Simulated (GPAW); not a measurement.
## Si2W in GPAW: the effect of functional

Si2W:

```xyz
3
Lattice="-1.6069 1.6069 3.9150 1.6069 -1.6069 3.9150 1.6069 1.6069 -3.9150" Properties=species:S:1:pos:R:3 pbc="T T T"
W     0.0000    0.0000    0.0000
Si    0.0000    0.0000    5.2092
Si    0.0000    0.0000    2.6207
```

Alike in all runs:

* Program: GPAW 26.7.0
* Task: phonons
* Cutoff: 510 eV
* Basis: pw
* k mesh: 7 × 7 × 7
* Occupations: fermi-dirac, width 0.05 eV
* Spin: no spin polarisation

Each run relaxes the cell or the atoms first.

| functional | potentials or basis | relaxed volume (Å³/atom) | highest phonon frequency (cm⁻¹) |
| --- | --- | --- | --- |
| LDA | the program's PAW data sets (release 1.2.1) made for this functional | ? | ? |
| PBEsol | PAW data sets generated in the run's folder for this functional | 13.40 | 456 |
| r2SCAN | GPAW PAW data sets (gpaw-data 1.2.1) | 13.48 | 460 |

What does the run with functional LDA give?

Relaxed volume 13.17 Å³/atom; highest phonon frequency 459 cm⁻¹.

Caveats: all runs use coarse meshes; the cutoff is short for stress and forces, so pressures can be off by a GPa or more; the PAW data sets were made with another functional, which shifts forces and pressure a little (some runs).

Runs at the PBE level aren't shown here.
